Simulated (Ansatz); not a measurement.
Te: frozen-core PAW against all-electron methods

```
Te
1.0
     4.45800    0.00000    0.00000
    -2.22900    3.86074    0.00000
     0.00000    0.00000    5.92500
Te
3
Direct
  0.74500 0.00000 0.33333
  0.00000 0.74500 0.66667
  0.25500 0.25500 0.00000
```

Atoms are numbered in the order listed.

Conventional cell: a = 4.458 Å, b = 4.458 Å, c = 5.925 Å, α = 90.00°, β = 90.00°, γ = 120.00°. Te (atom 1) has 2 Te at 2.79 Å as nearest neighbours.

The cell is COD entry 1531230, as deposited and not checked against the literature; nothing was relaxed.

No spin–orbit coupling, which matters for the heavy atoms here.

All numbers are computed: DFT, LDA, PAW with Ansatz's default frozen-core files, scalar-relativistic (Ansatz 0.2.0); DFT, LDA, all-electron LAPW, scalar-relativistic (Ansatz 0.2.0).

For PAW: a Γ-centred 9×9×6 k mesh, Fermi–Dirac smearing of 0.08 eV, cutoff 420 eV, no spin polarisation; the PAW files were made with PBE, and the program remakes their frozen cores for this functional. LAPW targets a basis error of 0.5 meV/atom. The Ansatz runs share mesh, smearing and spin set-up. Plane-wave (PAW) pressures include the program's estimate of the Pulay term.

Stress and pressure are positive in compression.

Levels count from the top of the valence band.

PAW results:

```csv
quantity,PAW
pressure (GPa),-0.32
stress xx (GPa),-0.51
stress zz (GPa),0.06
"force on Te1, x (eV/Å)",-0.480
band gap (eV),0.089
highest filled level at L (eV),-0.250
lowest empty level at L (eV),0.784
highest filled level at Γ (eV),-0.603
lowest empty level at Γ (eV),1.060
highest filled level at H (eV),-0.017
lowest empty level at H (eV),0.089
```

Question: What does LAPW (all electrons) give for the same quantities?

Answer: 
```tsv
quantity	LAPW
pressure (GPa)	-0.30
stress xx (GPa)	-0.49
stress zz (GPa)	0.08
force on Te1, x (eV/Å)	-0.480
band gap (eV)	0.093
highest filled level at L (eV)	-0.249
lowest empty level at L (eV)	0.789
highest filled level at Γ (eV)	-0.606
lowest empty level at Γ (eV)	1.064
highest filled level at H (eV)	-0.017
lowest empty level at H (eV)	0.093
```
